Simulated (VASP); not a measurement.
A run of VASP 6.6.1:

File INCAR:

```
SYSTEM = Ti
PREC     = Accurate       ! precision mode
ENCUT    = 520            ! plane-wave cutoff, eV
EDIFF    = 1E-8           ! SCF threshold, eV
ISMEAR   = -1             ! smearing method
SIGMA    = 0.05           ! smearing width, eV
LREAL    = .False.        ! projectors in reciprocal space
LASPH    = .True.         ! aspherical terms in the spheres
NELM     = 60             ! most SCF steps
ALGO     = Normal         ! electronic algorithm
ISIF     = 2              ! what is computed and relaxed
LWAVE    = .False.        ! write WAVECAR
LCHARG   = .False.        ! write CHGCAR
GGA      = PE             ! functional
LEFG     = .True.       
NBANDS   = 12             ! bands
```

KPOINTS

```
Automatic mesh
0
Gamma
  14 14 14
  0 0 0
```

Contents of POSCAR:

```
Ti
1.0
   -1.6131810665      1.6131810665      1.6131810665
    1.6131810665     -1.6131810665      1.6131810665
    1.6131810665      1.6131810665     -1.6131810665
Ti
1
Direct
    0.0000000000      0.0000000000      0.0000000000
```

Potentials or basis: VASP PAW PBE potentials, release 64 (Ti_sv).

Command:

```sh
$ cat potpaw_PBE.64/Ti_sv/POTCAR > POTCAR
$ mpirun -np 1 vasp_std > vasp.out
```

Hardware: 1 thread of Intel(R) Xeon(R) 6975P-C (Granite Rapids) (shared host).

Q: Estimate the wall time of this run.

A: Run time: 8.8 s on 1 thread of Intel(R) Xeon(R) 6975P-C (Granite Rapids), on a shared host, peak memory 0.14 GiB. Counts: scf iterations 16, k points 104.
